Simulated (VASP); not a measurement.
Write the native input for VASP 6.6.1 that does the following.

```yaml
Task: relaxation of the atoms
Functional: PBE
Potentials_or_basis: VASP PAW PBE potentials, release 64 (Mo_sv)
Cutoff: 520 eV
k_mesh: 11 × 11 × 1
Occupations: gaussian, width 0.05 eV
Spin: no spin polarisation
Dipole_correction: yes
Atoms_held_fixed_from_0: "[0, 1]"
Further_INCAR_settings: ALGO = Normal; EDIFF = 1e-06; IBRION = 2; EDIFFG = -0.02; NSW = 60
```

The structure of Mo lies in POSCAR:

```
Mo
1.0
    2.8496403282      0.0000000000      0.0000000000
   -1.4248201641      2.4678609159      0.0000000000
    0.0000000000      0.0000000000     24.3068863393
Mo
5
Selective dynamics
Direct
    0.6666666667      0.3333333333      0.3085545345  F F F
    0.3333333333      0.6666666667      0.4042772673  F F F
    0.0000000000      0.0000000000      0.5000000000  T T T
    0.6666666667      0.3333333333      0.5957227327  T T T
    0.3333333333      0.6666666667      0.6914454655  T T T
```

The slab is cut from a database's or a generator's crystal, which needn't be the stable form of the element.

The cell isn't the ideal one: the (1 1 1) slab of Mo, cut from the database cell, not relaxed.

One way to write it, as run:

INCAR

```
SYSTEM = Mo
  PREC = Accurate
  ENCUT = 520
  EDIFF = 1E-6
  ISMEAR = 0
  SIGMA = 0.05
  LREAL = .False.
  LASPH = .True.
  NELM = 100
  ALGO = Normal
  ISIF = 2
  LWAVE = .False.
  LCHARG = .False.
  LDIPOL = .True.
  IDIPOL = 3
  DIPOL = 0.5 0.5 0.500
  GGA = PE
  IBRION = 2
  NSW = 60
  EDIFFG = -0.02
```

KPOINTS

```
regular mesh
0
Gamma
  11 11 1
  0 0 0
```

Potentials or basis: VASP PAW PBE potentials, release 64 (Mo_sv).

The run is started by

```sh
$ cat potpaw_PBE.64/Mo_sv/POTCAR > POTCAR
$ mpirun -np 1 vasp_std > vasp.out
```

It gave:

```
Energy gained by relaxing : 2.4 meV/atom
Ionic steps               : 9
Band gap on the k mesh    : none (metal or under the smearing width)
```

Run time: 12 min on 1 thread of Intel(R) Xeon(R) 6975P-C (Granite Rapids), on a shared host, peak memory 0.36 GiB.
